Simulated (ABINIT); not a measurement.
BaTiO3:

```
Ba Ti O
1.0
     2.82737    1.63238    2.31839
    -2.82737    1.63238    2.31839
     0.00000   -3.26476    2.31839
Ba Ti O
1 1 3
Direct
  0.00000 0.00000 0.00000
  0.48450 0.48450 0.48450
  0.50860 0.01750 0.50860
  0.01750 0.50860 0.50860
  0.50860 0.50860 0.01750
```

```yaml
Program: ABINIT 10.8.3 (patched build)
Task: relaxation of cell and atoms
Functional: LDA
Potentials_or_basis: JTH PAW LDA v2.0
Cutoff: 626 eV
k_mesh: 6 × 6 × 6
Occupations: fermi-dirac, width 0.05 eV
Spin: no spin polarisation
```

At the start: pressure -4.6 GPa; volume 12.84 Å³/atom.

Question: Where does the relaxation end?

Answer: Over 8 steps the energy falls by 6.3 meV/atom and the volume is 12.43 Å³/atom (-3.2 %); space group R3m (No. 160, to 0.05 Å).

Step by step:
| step | energy change (eV) | largest force (eV/Å) | pressure (GPa) | volume (Å³) |
| --- | --- | --- | --- | --- |
| 1 | 0.0000 | 0.1496 | -4.62 | 64.20 |
| 2 | -0.0195 | 0.1402 | -2.17 | 63.30 |
| 3 | -0.0263 | 0.2405 | 0.11 | 62.46 |
| 4 | -0.0277 | 0.2172 | 0.28 | 62.35 |
| 5 | -0.0312 | 0.0781 | 0.30 | 62.09 |
| 6 | -0.0314 | 0.0458 | 0.07 | 62.13 |
| 7 | -0.0315 | 0.0280 | -0.06 | 62.16 |
| 8 | -0.0316 | 0.0235 | -0.12 | 62.16 |

Final structure:
```xyz
5
Lattice="2.7986 1.6158 2.2912 -2.7986 1.6158 2.2912 0.0000 -3.2315 2.2912" Properties=species:S:1:pos:R:3 pbc="T T T"
Ba    0.0000    0.0000   -0.0127
Ti    0.0000    0.0000    3.3557
O     1.3846   -0.7994    2.3665
O    -1.3846   -0.7994    2.3665
O     0.0000    1.5988    2.3665
```

Caveat: this set's barium file shifts pressures by 1.5 GPa and gaps by 0.1 eV against other sets; the atomic spheres overlap.
